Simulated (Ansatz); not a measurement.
TiC, DFT, PBE, all-electron PAW with datasets made for the crystal, scalar-relativistic (Ansatz 0.2.0), run on 1 thread of Intel(R) Xeon(R) 6975P-C (Granite Rapids) on a shared host.

The cell is COD entry 9012564, as deposited and not checked against the literature; nothing was relaxed. The listed cell was then made from it by scaling, straining or moving an atom.

Command: `ansatz run input.yaml --threads 1 --pin off --max-ram 3072MiB --backend cpu --events-out ev --progress --plain --runs-dir out`

```yaml
crystal:
  lattice:
    - [0.0, 2.1347531715, 2.1347531715]
    - [2.1347531715, 0.0, 2.1347531715]
    - [2.1347531715, 2.1347531715, 0.0]
  atoms:
    - { symbol: Ti, position: [0.0, 0.0, 0.0] }
    - { symbol: C, position: [0.5, 0.5, 0.5] }
kpoints:
  mp_grid: { grid: [16, 16, 16] }
scf:
  occupations: { method: fermi_dirac, width: 0.03 }
hamiltonian:
  xc: pbe
  pseudopotentials: { kind: all_electron, datasets: crystal }
output:
  forces: true
  stress: true
  eigenvalues: true
  efg: { contact_densities: true }
```

(1) How large is the problem that the program sets up?

(2) About how long does it take, and how much memory does it use?

Answers

(1) 145 irreducible k-points, 307 plane waves at Γ, 12 bands.

(2) 9 s of wall time for 11 SCF iterations, with a peak of 0.52 GiB. Times on shared machines scatter by tens of per cent.
